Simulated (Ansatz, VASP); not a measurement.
**Si5O2H12 (Si with 2 oxygen neighbours): VASP beside Ansatz**

```
Si O H
1.0
    15.00000    0.00000    0.00000
     0.00000   15.00000    0.00000
     0.00000    0.00000   15.00000
Si O H
5 2 12
Cartesian
  7.3878 7.8827 7.4918
  6.0189 8.8567 9.1559
  8.0327 9.3755 5.7748
  10.2298 6.6632 8.0856
  5.6614 5.2996 6.9794
  8.7170 7.3000 8.2852
  6.5925 6.6443 6.7369
  5.6879 7.8651 10.2271
  6.7326 10.0143 9.7795
  4.7425 9.3579 8.5568
  8.8593 8.6787 4.7397
  6.8144 9.9389 5.1141
  8.8290 10.5093 6.3399
  10.1341 5.2174 7.7218
  10.9593 7.3962 7.0048
  10.9624 6.8095 9.3757
  4.9809 4.9754 5.6931
  4.6388 5.5648 8.0385
  6.5186 4.1505 7.3994
```

Alike in both runs: functional PBE; k mesh 1 × 1 × 1; occupations gaussian, width 0.02 eV; no spin polarisation.

Ansatz relaxed the structure, and its values are those at the end. VASP's run is a single point on that final structure, the one shown.

```csv
,VASP,Ansatz
version,VASP 6.6.1,Ansatz 0.2.0
potentials or method,"VASP PAW PBE potentials, release 64 (Si, O, H)","scalar-relativistic, plane waves, PAW"
plane-wave cutoff (eV),520,420
valence electrons in the cell,44,44
```

```csv
,VASP,Ansatz,Ansatz less VASP
gap on the k mesh at the Fermi level (eV),4.54,4.54,0.000
least direct gap on the mesh (eV),4.54,4.54,0.000
rms of the force components (eV/Å),0.020,0.006,-0.0141
```

Ansatz warned: «xc_potential_rough_in_thin_density».
